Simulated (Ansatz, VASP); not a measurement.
## Two plane-wave programs on SnO2

```
Sn O
1.0
     4.72072    0.00000    0.00000
     0.00000    4.72072    0.00000
     0.00000    0.00000    3.18876
Sn O
2 4
Cartesian
  0.0000 0.0000 -0.1260
  2.3604 2.3604 1.7204
  1.0222 1.8679 0.0733
  1.3382 4.2283 1.5211
  3.6985 2.8528 0.0733
  3.3826 0.4925 1.5211
```

Change from the starting cell: mode 4 frozen in at -0.598 Å and mode 5 at -0.126 Å (largest displacements).

Alike in both runs: task single point; functional LDA; k mesh 6 × 6 × 8; occupations gaussian, width 0.05 eV; no spin polarisation.

```csv
,VASP,Ansatz
version,VASP 6.6.1,Ansatz 0.2.0
potentials or method,"VASP PAW LDA potentials, release 64 (Sn_d, O)","scalar-relativistic, plane waves, PAW"
plane-wave cutoff (eV),520,520
valence electrons in the cell,52,52
```

```csv
,VASP,Ansatz,Ansatz less VASP
gap on the k mesh at the Fermi level (eV),0.42,0.42,-0.001
least direct gap on the mesh (eV),0.42,0.42,-0.001
pressure (GPa),-8.6,-9.7,-1.01
largest component of the traceless stress (GPa),3.80,4.01,+0.207
rms of the force components (eV/Å),1.157,1.170,+0.0131
```

Atom by atom the forces differ by 0.021 eV/Å (rms over components). Ansatz warned: «pseudo_functional_mismatch».

Caveats: spin-orbit coupling is left out, which moves the levels of the heavy elements; forces of over 1 eV/Å show positions far from the minimum, so gaps and moduli don't describe the material at rest.
